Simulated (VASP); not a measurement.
Output of a VASP run:

### OSZICAR
```
       N       E                     dE             d eps       ncg     rms          rms(c)
DAV:   1     0.515418639139E+03    0.51542E+03   -0.23058E+04  8566   0.383E+03
DAV:   2     0.402870155930E+02   -0.47513E+03   -0.45695E+03  7116   0.838E+02
DAV:   3    -0.374409208155E+02   -0.77728E+02   -0.77052E+02  7616   0.209E+02
DAV:   4    -0.413689945177E+02   -0.39281E+01   -0.39180E+01  7598   0.560E+01
DAV:   5    -0.414691196447E+02   -0.10013E+00   -0.10010E+00  7963   0.871E+00    0.141E+01
DAV:   6    -0.363728974741E+02    0.50962E+01   -0.18087E+01 10290   0.806E+01    0.469E+00
DAV:   7    -0.364374414262E+02   -0.64544E-01   -0.14989E+00  7742   0.734E+00    0.282E+00
DAV:   8    -0.364300760017E+02    0.73654E-02   -0.19531E-01  9197   0.534E+00    0.550E-01
DAV:   9    -0.364247134081E+02    0.53626E-02   -0.38820E-02 10441   0.297E+00    0.152E-01
DAV:  10    -0.364254644856E+02   -0.75108E-03   -0.31247E-03  7951   0.434E-01    0.685E-02
DAV:  11    -0.364255283718E+02   -0.63886E-04   -0.24091E-04  9179   0.248E-01    0.170E-02
DAV:  12    -0.364255316166E+02   -0.32448E-05   -0.17733E-05  9520   0.711E-02    0.375E-03
DAV:  13    -0.364255320114E+02   -0.39479E-06   -0.59648E-06  7943   0.184E-02
   1 F= -.36425532E+02 E0= -.36425532E+02  d E =-.843231E-29
```

OUTCAR:
```
------------------------ aborting loop because EDIFF is reached ----------------------------------------
  FORCE on cell =-STRESS in cart. coord.  units (eV):
  Direction    XX          YY          ZZ          XY          YZ          ZX
  --------------------------------------------------------------------------------------
  Total       -3.0239550     -3.0239550     -3.7507039      0.0000000      0.0000000      0.0000000
  in kB      -80.9000746    -80.9000746   -100.3428382      0.0000000      0.0000000      0.0000000
  external PRESSURE =     -87.3809958 kB  Pullay stress =       0.0000000 kB
  volume of cell :       59.89
      direct lattice vectors                 reciprocal lattice vectors
     4.512141000  0.000000000  0.000000000     0.221624280  0.000000000  0.000000000
     0.000000000  4.512141000  0.000000000     0.000000000  0.221624280  0.000000000
     0.000000000  0.000000000  2.941519000     0.000000000  0.000000000  0.339960408
 POSITION                                       TOTAL-FORCE (eV/Angst)
 -----------------------------------------------------------------------------------
      2.25607      2.25607      1.47076         0.000000      0.000000     -0.000000
      0.00000      0.00000      0.00000         0.000000      0.000000     -0.000000
      3.13246      3.13246      0.00000        -0.187336     -0.187336      0.000000
      1.37968      1.37968      0.00000         0.187336      0.187336     -0.000000
      3.63575      0.87639      1.47076         0.187336     -0.187336      0.000000
      0.87639      3.63575      1.47076        -0.187336      0.187336     -0.000000
 -----------------------------------------------------------------------------------
    total drift:                               -0.000000      0.000000      0.000000
  FREE ENERGIE OF THE ION-ELECTRON SYSTEM (eV)
  ---------------------------------------------------
  free  energy   TOTEN  =       -36.4255320114 eV

  energy  without entropy=      -36.4255320114  energy(sigma->0) =      -36.42553201

 total charge

# of ion       s       p       d       tot
------------------------------------------
    1        0.900   1.061  10.379  12.340
    2        0.900   1.061  10.379  12.340
    3        1.587   3.530   0.000   5.118
    4        1.587   3.530   0.000   5.118
    5        1.587   3.530   0.000   5.118
    6        1.587   3.530   0.000   5.118
--------------------------------------------------
tot          8.149  16.244  20.758  45.151
```
(Selected blocks of OUTCAR.)

File POSCAR:
```
GeO2
1
    4.5121410000     0.0000000000     0.0000000000
    0.0000000000     4.5121410000     0.0000000000
    0.0000000000     0.0000000000     2.9415190000
Ge O
2 4
Direct
  0.5000000000   0.5000000000   0.5000000000
  0.0000000000   0.0000000000   0.0000000000
  0.6942300000   0.6942300000   0.0000000000
  0.3057700000   0.3057700000   0.0000000000
  0.8057700000   0.1942300000   0.5000000000
  0.1942300000   0.8057700000   0.5000000000
```

Write an INCAR and KPOINTS that could have produced this output.

One answer among several that fit: the input of the run itself, revPBE GGA, plane waves, VASP's PBE PAW potentials (set 64).

**INCAR**
```
SYSTEM  =  GeO2
PREC  =  Accurate; ENCUT  =  400; LREAL  =  .False.
LASPH  =  .True.
EDIFF  =  1E-6; NELM  =  100; ALGO  =  Normal
LMAXMIX  =  4
ISMEAR  =  0; SIGMA  =  0.01
GGA  =  RE
ISIF  =  2
LWAVE  =  .False.; LCHARG  =  .False.; LORBIT  =  11
NEDOS  =  601
```

**KPOINTS**
```
Automatic mesh
0
gamma
  9 9 14
0.5 0.5 0.5
```

POTCAR, in this order: Ge_d O (PBE.64 set). Program: vasp_std.

At this cut-off the stress carries a Pulay error, which pulls relaxed volumes low.

The structure comes from a computed database's GeO2 entry; how it stands against other phases isn't given here. The cell was not relaxed at this level. The run is one of a series of settings (NEDOS = 601, KPOINTS 9×9×14 Γ-centred mesh shifted by (0.5, 0.5, 0.5) against the base run), some of them coarse on purpose.
